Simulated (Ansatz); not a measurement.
A Mg vacancy in rocksalt MgO, 63 atoms, charge 0

The calculation used DFT, r2SCAN, PAW, plane waves in Ansatz 0.2.0.

Input:

```yaml
crystal:
  lattice:
    - [8.428808, 0.000000, 0.000000]
    - [0.000000, 8.428808, 0.000000]
    - [0.000000, 0.000000, 8.428808]
  atoms:
    - { symbol: O, position: [0.249550, 0.000036, 0.999528] }
    - { symbol: O, position: [0.248596, 0.999858, 0.499547] }
    - { symbol: O, position: [0.248637, 0.500049, 0.999381] }
    - { symbol: O, position: [0.236696, 0.500027, 0.499572] }
    - { symbol: O, position: [0.750503, 0.000182, 0.999685] }
    - { symbol: O, position: [0.751390, 0.000354, 0.499689] }
    - { symbol: O, position: [0.751396, 0.500176, 0.999907] }
    - { symbol: O, position: [0.763210, 0.500186, 0.499704] }
    - { symbol: O, position: [0.999941, 0.249652, 0.999529] }
    - { symbol: O, position: [0.999705, 0.248693, 0.499522] }
    - { symbol: O, position: [0.000106, 0.750601, 0.999691] }
    - { symbol: O, position: [0.000256, 0.751522, 0.499702] }
    - { symbol: O, position: [0.499927, 0.248700, 0.999350] }
    - { symbol: O, position: [0.499885, 0.236857, 0.499568] }
    - { symbol: O, position: [0.500107, 0.751495, 0.999912] }
    - { symbol: O, position: [0.500067, 0.763360, 0.499730] }
    - { symbol: O, position: [0.999934, 0.000050, 0.249118] }
    - { symbol: O, position: [0.000088, 0.000191, 0.750072] }
    - { symbol: O, position: [0.999764, 0.500050, 0.248199] }
    - { symbol: O, position: [0.000228, 0.500189, 0.751035] }
    - { symbol: O, position: [0.499937, 0.999851, 0.248220] }
    - { symbol: O, position: [0.500075, 0.000342, 0.751009] }
    - { symbol: O, position: [0.499897, 0.500046, 0.236419] }
    - { symbol: O, position: [0.500050, 0.500195, 0.762888] }
    - { symbol: O, position: [0.250151, 0.250260, 0.249761] }
    - { symbol: O, position: [0.250197, 0.250337, 0.748958] }
    - { symbol: O, position: [0.250246, 0.749455, 0.249868] }
    - { symbol: O, position: [0.250656, 0.749894, 0.749433] }
    - { symbol: O, position: [0.749300, 0.250367, 0.249865] }
    - { symbol: O, position: [0.749756, 0.250760, 0.749376] }
    - { symbol: O, position: [0.749790, 0.749865, 0.250326] }
    - { symbol: O, position: [0.749858, 0.749951, 0.749495] }
    - { symbol: Mg, position: [0.000023, 0.000129, 0.999595] }
    - { symbol: Mg, position: [0.000019, 0.000106, 0.499607] }
    - { symbol: Mg, position: [0.000029, 0.500111, 0.999601] }
    - { symbol: Mg, position: [0.999938, 0.500100, 0.499611] }
    - { symbol: Mg, position: [0.500013, 0.000106, 0.999612] }
    - { symbol: Mg, position: [0.499992, 0.000100, 0.499609] }
    - { symbol: Mg, position: [0.500032, 0.500094, 0.999651] }
    - { symbol: Mg, position: [0.250751, 0.250866, 0.999097] }
    - { symbol: Mg, position: [0.255664, 0.255821, 0.499763] }
    - { symbol: Mg, position: [0.250918, 0.749226, 0.999646] }
    - { symbol: Mg, position: [0.256129, 0.743968, 0.499644] }
    - { symbol: Mg, position: [0.749131, 0.250997, 0.999608] }
    - { symbol: Mg, position: [0.743852, 0.256236, 0.499632] }
    - { symbol: Mg, position: [0.749273, 0.749349, 0.000153] }
    - { symbol: Mg, position: [0.744277, 0.744339, 0.499521] }
    - { symbol: Mg, position: [0.250769, 0.999588, 0.250364] }
    - { symbol: Mg, position: [0.250877, 0.000108, 0.748722] }
    - { symbol: Mg, position: [0.255725, 0.500272, 0.255387] }
    - { symbol: Mg, position: [0.256086, 0.500115, 0.743508] }
    - { symbol: Mg, position: [0.749112, 0.000111, 0.250514] }
    - { symbol: Mg, position: [0.749268, 0.000598, 0.748852] }
    - { symbol: Mg, position: [0.743835, 0.500125, 0.255798] }
    - { symbol: Mg, position: [0.744269, 0.499975, 0.743864] }
    - { symbol: Mg, position: [0.999480, 0.250886, 0.250361] }
    - { symbol: Mg, position: [0.999994, 0.251000, 0.748718] }
    - { symbol: Mg, position: [0.000025, 0.749213, 0.250530] }
    - { symbol: Mg, position: [0.000513, 0.749353, 0.748863] }
    - { symbol: Mg, position: [0.500108, 0.255811, 0.255345] }
    - { symbol: Mg, position: [0.499947, 0.256239, 0.743489] }
    - { symbol: Mg, position: [0.499993, 0.743992, 0.255809] }
    - { symbol: Mg, position: [0.499863, 0.744366, 0.743901] }
  symmetry: { detect: false }
kpoints:
  mp_grid: { grid: [1, 1, 1], shift: [0.25, 0.25, 0.25] }
hamiltonian:
  xc: r2scan
scf:
  occupations: { method: fermi_dirac, width: 0.01 }
output:
  forces: true
  eigenvalues: true
  populations: true
  eigenstates: { kpoints: [[0.25, 0.25, 0.25]], e_range: [-6.0, 6.0], localisation: true }
```

Launch command:

```sh
ansatz run in.yaml --threads 7 --pin off --max-ram 13300MiB --runs-dir r --events-out ev --progress --plain
```

Output (machine lines and repeated set-up lines are left out; […] marks rows cut from tables):

```
Pseudopotentials: kind: paw
Functional definition: r2SCAN
  parameter k0 = 0.174
  parameter k1 = 0.065
  parameter a1 = 4.9479
  exchange = r2scan_x(k0 = k0, k1 = k1, a1 = a1)
  correlation = r2scan_c
Crystal: 63 atoms, lattice volume = 598.823 Å³
Basis set: ecut = 500 eV, 15275 PW (Γ), exchange–correlation on 256×256×256 points (64 copies of the dense FFT grid, shifted against one another)
Bands: 314, of which v1, the nominal top of the filled ones, is band 251 counted from 1 (250 counted from 0)
Symmetry: 1 space group operations
k-points: 1
Non-local potential: O, projectors of the file, l = 0: 2, l = 1: 2, l = 2: 1
Non-local potential: Mg, projectors of the file, l = 0: 3, l = 1: 2, l = 2: 1
PAW form: soft (Blöchl's): semilocal exchange-correlation on the pseudo side does not see the compensation charge
PAW frozen core: O, regenerated for the run's functional (the file was generated under x = pbe(κ = 0.804, μ = 0.2195149727645171), c = pbe(β = 0.06672455060314922))
PAW frozen core: Mg, regenerated for the run's functional (the file was generated under x = pbe(κ = 0.804, μ = 0.2195149727645171), c = pbe(β = 0.06672455060314922))
PAW one-centre angular grid: O, 302 points (default); XC on 160 Gauss nodes
PAW one-centre angular grid: Mg, 302 points (default); XC on 224 Gauss nodes
Initial density: superposition of atomic densities (neutral atoms: chi_scale 0, normalization atom), corrected by the library's trained network
Initial wavefunctions: pseudopotential atomic-orbital guess
Functional: x = r2scan, c = r2scan; τ floored in thin density (d = 2e-4 eV/Å³)
SCF iter   1: F=—  HF=-78008.708906 eV  |F-HF|=—  |Δ(HF+E_count)|=         —  Δρ=1.59e-2  dr2=1.70e0  dr2_τ=2.10e0  ethr=1.77e-3  ⟨swp⟩=6.0  Hψ=1208  notcnv=0  defer=14
preconditioner: auto → Kerker (q_TF=auto, 2.649 Å⁻¹)  [metal: Δε(μ)=0.001 eV  Ē_g=17.119 eV  σ=0.010 eV  W_gap=0.03  n_scr=178 (ndim 8)  ℏωp=24.2 eV  f_vac=0.007  D(μ)=99.90/eV (n_scr^D=1742)]
SCF iter   2: F=—  HF=-78011.029095 eV  |F-HF|=—  |Δ(HF+E_count)|=    2.32e0  Δρ=7.20e-3  dr2=3.16e-1  dr2_τ=3.89e-2  ethr=3.40e-4  ⟨swp⟩=2.0  Hψ=493  notcnv=0  defer=58
SCF iter   3: F=—  HF=-78010.999692 eV  |F-HF|=—  |Δ(HF+E_count)|=   2.94e-2  Δρ=6.17e-3  dr2=3.71e-1  dr2_τ=1.62e-2  ethr=6.30e-5  ⟨swp⟩=2.0  Hψ=362  notcnv=0  defer=58
SCF iter   4: F=—  HF=-78011.013611 eV  |F-HF|=—  |Δ(HF+E_count)|=   1.39e-2  Δρ=1.03e-2  dr2=7.81e-1  dr2_τ=4.35e-2  ethr=6.30e-5  ⟨swp⟩=2.0  Hψ=362  notcnv=0  defer=58
SCF iter   5: F=—  HF=-78010.975755 eV  |F-HF|=—  |Δ(HF+E_count)|=   3.79e-2  Δρ=2.63e-3  dr2=6.94e-2  dr2_τ=1.81e-3  ethr=6.30e-5  ⟨swp⟩=2.0  Hψ=260  notcnv=0  defer=58
SCF iter   6: F=—  HF=-78010.976817 eV  |F-HF|=—  |Δ(HF+E_count)|=   1.06e-3  Δρ=4.50e-3  dr2=1.60e-1  dr2_τ=8.51e-3  ethr=1.38e-5  ⟨swp⟩=2.0  Hψ=360  notcnv=0  defer=58  recentre
SCF iter   7: F=—  HF=-78010.969288 eV  |F-HF|=—  |Δ(HF+E_count)|=   7.53e-3  Δρ=1.62e-3  dr2=3.87e-2  dr2_τ=1.37e-3  ethr=1.38e-5  ⟨swp⟩=2.0  Hψ=357  notcnv=0  defer=58
SCF iter   8: F=—  HF=-78010.966289 eV  |F-HF|=—  |Δ(HF+E_count)|=   3.00e-3  Δρ=9.45e-4  dr2=1.56e-2  dr2_τ=3.92e-4  ethr=7.72e-6  ⟨swp⟩=2.0  Hψ=260  notcnv=0  defer=58
SCF iter   9: F=—  HF=-78010.964190 eV  |F-HF|=—  |Δ(HF+E_count)|=   2.10e-3  Δρ=8.62e-4  dr2=5.28e-3  dr2_τ=2.94e-4  ethr=3.10e-6  ⟨swp⟩=2.0  Hψ=325  notcnv=0  defer=58
SCF iter  10: F=—  HF=-78010.964115 eV  |F-HF|=—  |Δ(HF+E_count)|=   7.51e-5  Δρ=8.45e-4  dr2=5.70e-3  dr2_τ=4.40e-4  ethr=1.05e-6  ⟨swp⟩=2.0  Hψ=363  notcnv=0  defer=58
SCF iter  11: F=—  HF=-78010.963706 eV  |F-HF|=—  |Δ(HF+E_count)|=   4.09e-4  Δρ=3.18e-4  dr2=7.35e-4  dr2_τ=4.82e-5  ethr=1.05e-6  ⟨swp⟩=2.0  Hψ=261  notcnv=0  defer=58
SCF iter  12: F=—  HF=-78010.963704 eV  |F-HF|=—  |Δ(HF+E_count)|=   2.41e-6  Δρ=1.57e-4  dr2=1.66e-4  dr2_τ=7.10e-6  ethr=1.46e-7  ⟨swp⟩=1.0  Hψ=256  notcnv=0  defer=58
SCF iter  13: F=—  HF=-78010.963711 eV  |F-HF|=—  |Δ(HF+E_count)|=   7.51e-6  Δρ=1.91e-4  dr2=2.31e-4  dr2_τ=1.76e-5  ethr=3.32e-8  ⟨swp⟩=2.0  Hψ=358  notcnv=0  defer=58
SCF iter  14: F=—  HF=-78010.963699 eV  |F-HF|=—  |Δ(HF+E_count)|=   1.25e-5  Δρ=8.62e-5  dr2=5.02e-5  dr2_τ=4.11e-6  ethr=3.32e-8  ⟨swp⟩=2.0  Hψ=358  notcnv=0  defer=58
SCF iter  15: F=—  HF=-78010.964847 eV  |F-HF|=—  |Δ(HF+E_count)|=   1.15e-3  Δρ=3.75e-5  dr2=1.08e-5  dr2_τ=6.09e-7  ethr=1.00e-8  ⟨swp⟩=2.0  Hψ=351  notcnv=0  defer=58
SCF iter  16: F=—  HF=-78010.964847 eV  |F-HF|=—  |Δ(HF+E_count)|=   7.13e-9  Δρ=5.52e-5  dr2=1.93e-5  dr2_τ=1.25e-6  ethr=2.14e-9  ⟨swp⟩=2.0  Hψ=358  notcnv=0  defer=58
SCF iter  17: F=—  HF=-78010.964845 eV  |F-HF|=—  |Δ(HF+E_count)|=   1.37e-6  Δρ=1.58e-5  dr2=2.15e-6  dr2_τ=1.33e-7  ethr=2.14e-9  ⟨swp⟩=2.0  Hψ=355  notcnv=0  defer=58
SCF iter  18: F=—  HF=-78010.964845 eV  |F-HF|=—  |Δ(HF+E_count)|=   2.04e-7  Δρ=1.22e-5  dr2=8.57e-7  dr2_τ=5.55e-8  ethr=4.28e-10  ⟨swp⟩=2.0  Hψ=325  notcnv=0  defer=58
SCF iter  19: F=—  HF=-78010.964845 eV  |F-HF|=—  |Δ(HF+E_count)|=   4.21e-9  Δρ=8.57e-6  dr2=5.13e-7  dr2_τ=3.44e-8  ethr=1.71e-10  ⟨swp⟩=2.0  Hψ=263  notcnv=0  defer=58
SCF iter  20: F=—  HF=-78010.964845 eV  |F-HF|=—  |Δ(HF+E_count)|=   1.00e-9  Δρ=6.17e-6  dr2=3.02e-7  dr2_τ=1.81e-8  ethr=1.02e-10  ⟨swp⟩=2.0  Hψ=257  notcnv=0  defer=58
SCF iter  21: F=-78010.964845 eV  HF=-78010.964845 eV  |F-HF|=2.65e-8  |Δ(HF+E_count)|=   1.49e-8  Δρ=2.11e-6  dr2=4.07e-8  dr2_τ=3.32e-9  ethr=1.99e-11  ⟨swp⟩=15.0  Hψ=1873  notcnv=0
SCF 1 converged in 21 iterations: F = -78010.964845 eV  dr2 = 4.07e-8
  greatest PAW one-centre occupation: 1.000 electrons in one spin orbital (limit 2), on the Mg atom at site 37 (counted from 0), in its partial waves of l = 0
NSCF: frozen V_eff on 1 k-points
SCF converged after 21 iterations
Free energy (F): -78010.964845 eV
Harris-Foulkes:  -78010.964845 eV  (|F-HF|=2.65e-8)
Internal energy: -78010.937119 eV  (E = F + TS)
E sigma→0 (E₀):  -78010.950982 eV
Entropy (-TS):   -0.027726 eV (-0.440 meV/atom)
Fermi energy:    7.298364 eV
--- Per-component energies (eV) ---
  E_band       = -9859.528087
  E_kinetic    = 8118.631259
  E_local      = -51187.074875  (includes V_loc(G=0)·N_el)
  E_nonlocal   = 4467.786347
  E_hartree    = 17826.388716
  E_xc         = -3267.681591
  E_vxc        = -4717.475336  (∫ρ·V_xc dr)
  E_paw        = -14293.906686  (= ΣΔE_a)
  E_vpaw       = -2500.640261  (= ΣTr[D̂ρ^β])
  E_aug_tail   = 0.031535  (compensation charges beyond the density's cutoff)
  E_vtau       = 306.431459  (kinetic-family band-sum trace: ∫τ·v_τ [+ j·A + Jᵃ·Aᵃ] dr)
  E_ewald      = -39673.277262
  E_core_change = -1.834562  (= ΣΔE_core)
  E_smearing   = -0.027726  (= −TS)
  E_closure    = -0.000000  (closes the sum)
  Σ components = -78010.964845   (vs F -78010.964845, Δ=0.00e0)
--- Forces (eV/Å), atoms counted from 1 ---
  atom   1  O      0.01024918     0.00146711     0.00281695
  atom   2  O      0.00671098     0.00121190    -0.00151389
  atom   3  O      0.00451280    -0.00186308     0.00081063
  atom   4  O     -0.04154219     0.00074355    -0.00028215
  atom   5  O     -0.01218026    -0.00078396    -0.00016306
  atom   6  O     -0.00620433    -0.00145707     0.00101303
  atom   7  O     -0.00608887     0.00108693    -0.00347423
  atom   8  O      0.04427795    -0.00080440     0.00033388
  atom   9  O      0.00015853     0.01016118     0.00187913
  atom  10  O      0.00319677     0.00852604     0.00041205
  atom  11  O     -0.00251304    -0.01239475    -0.00017402
  atom  12  O     -0.00171536    -0.00837969     0.00097300
  atom  13  O     -0.00083447     0.00734662     0.00254171
  atom  14  O      0.00081060    -0.04236599    -0.00136027
  atom  15  O     -0.00021524    -0.00560133    -0.00264648
  atom  16  O      0.00005542     0.04126823    -0.00122175
  atom  17  O      0.00107265     0.00050453     0.01270301
  atom  18  O     -0.00221827    -0.00149537    -0.01001879
  atom  19  O      0.00034511    -0.00162840     0.00903844
  atom  20  O     -0.00078232     0.00027144    -0.00829506
  atom  21  O     -0.00152185     0.00178497     0.00703773
  atom  22  O      0.00062241    -0.00049361    -0.00575552
  atom  23  O      0.00139829    -0.00086133    -0.04361585
  atom  24  O      0.00094595    -0.00164818     0.04151355
  atom  25  O      0.00860913     0.00931763     0.01022461
  atom  26  O      0.00812485     0.00788879    -0.00335419
  atom  27  O      0.00669666    -0.00306581     0.00803325
  atom  28  O      0.00368296    -0.00910574    -0.01054028
  atom  29  O     -0.00123979     0.00525724     0.00624515
  atom  30  O     -0.00692284     0.00435614    -0.00647531
  atom  31  O     -0.00863022    -0.00631068     0.00154247
  atom  32  O     -0.00942208    -0.00957155    -0.01074138
  atom  33  Mg    -0.00054351    -0.00183798     0.00189201
  atom  34  Mg    -0.00232552     0.00019742    -0.00085275
  atom  35  Mg    -0.00229395     0.00115767     0.00263562
  atom  36  Mg     0.00409515     0.00045844     0.00012748
  atom  37  Mg     0.00067238    -0.00041094    -0.00004196
  atom  38  Mg     0.00034776     0.00051174     0.00163926
  atom  39  Mg    -0.00159514     0.00116309    -0.00068503
  atom  40  Mg    -0.00696493    -0.00766820     0.00405256
  atom  41  Mg     0.01236931     0.01091804    -0.00411763
  atom  42  Mg    -0.00841928     0.00770782    -0.00127468
  atom  43  Mg     0.00890066    -0.00887747     0.00055519
  atom  44  Mg     0.00607258    -0.00745069     0.00035651
  atom  45  Mg    -0.01025692     0.00875937    -0.00054818
  atom  46  Mg     0.00737117     0.00782893    -0.00235296
  atom  47  Mg    -0.01104811    -0.00564064     0.00102760
  atom  48  Mg    -0.00933389     0.00424836    -0.00775723
  atom  49  Mg    -0.00645030    -0.00062633     0.00876139
  atom  50  Mg     0.00992421    -0.00579340     0.00824513
  atom  51  Mg     0.01162018     0.00018485    -0.00960502
  atom  52  Mg     0.00904498    -0.00058591    -0.00808542
  atom  53  Mg     0.00572817    -0.00112585     0.00844681
  atom  54  Mg    -0.00828224    -0.00115581     0.00632087
  atom  55  Mg    -0.01146120     0.00175290    -0.00611320
  atom  56  Mg     0.00284490    -0.00910710    -0.00797886
  atom  57  Mg    -0.00117130    -0.00805620     0.00796396
  atom  58  Mg    -0.00181477     0.00936387    -0.00990593
  atom  59  Mg    -0.00226383     0.00854088     0.00937359
  atom  60  Mg    -0.00230897     0.01185411     0.01041324
  atom  61  Mg     0.00334706     0.00956828    -0.00899863
  atom  62  Mg     0.00187181    -0.01018361     0.00659444
  atom  63  Mg     0.00282408    -0.00874587    -0.00872272
  max |Σ_I F_I| component: 1.15e-3 eV/Å
--- Band table (eV) ---
  k-point 0: bands = ["-67.6635", "-67.6630", "-67.6616", "-67.6615", "-67.6612", "-67.6611", "-67.6557", "-67.6551", "-67.6548", "-67.6539", "-67.6538", "-67.6531", "-67.6006", "-67.5409", "-67.5407", "-67.5384", "-67.5383", "-67.5380", "-67.5379", "-67.5304", "-67.5303", "-67.5301", "-67.5288", "-67.5281", "-67.5279", "-67.5265", "-67.5262", "-67.5254", "-67.2262", "-67.2253", "-67.2253", "-32.8 …
--- Löwdin populations: 63 sites ---
  site symbol       q [e]
     0      O      7.4071
     1      O      7.3791
     2      O      7.3790
     3      O      7.3407
     4      O      7.4071
     5      O      7.3790
     6      O      7.3790
     7      O      7.3411
     8      O      7.4071
     9      O      7.3792
    10      O      7.4071
    11      O      7.3791
    12      O      7.3791
    13      O      7.3405
    14      O      7.3790
    15      O      7.3408
    16      O      7.4071
    17      O      7.4071
    18      O      7.3791
    19      O      7.3792
    20      O      7.3792
    21      O      7.3790
    22      O      7.3406
    23      O      7.3405
    24      O      7.3905
    25      O      7.3999
    26      O      7.3999
    27      O      7.3998
    28      O      7.3998
    29      O      7.3998
    30      O      7.3998
    31      O      7.3906
    32     Mg      8.4378
    33     Mg      8.4364
    34     Mg      8.4364
    35     Mg      8.4388
    36     Mg      8.4364
    37     Mg      8.4387
    38     Mg      8.4387
    39     Mg      8.4368
    40     Mg      8.4318
    41     Mg      8.4368
    42     Mg      8.4320
    43     Mg      8.4368
    44     Mg      8.4320
    45     Mg      8.4368
    46     Mg      8.4318
    47     Mg      8.4368
    48     Mg      8.4368
    49     Mg      8.4318
    50     Mg      8.4320
    51     Mg      8.4368
    52     Mg      8.4368
    53     Mg      8.4320
    54     Mg      8.4318
    55     Mg      8.4368
    56     Mg      8.4368
    57     Mg      8.4368
    58     Mg      8.4368
    59     Mg      8.4318
    60     Mg      8.4320
    61     Mg      8.4320
    62     Mg      8.4318
  spilling = 0.008559 (of n_electrons = 502.000000)
```

Absolute energies hang on the potentials; compare differences alone.

The atoms are those of an earlier PBEsol relaxation. One k point and one spin start were run, so the state needn't be the lowest, and an added charge can sit in a band of the host.

Time: 35 s of wall time on 7 threads of a Neoverse-V2 processor, on a host shared with other runs; peak host memory 2.6 GiB.
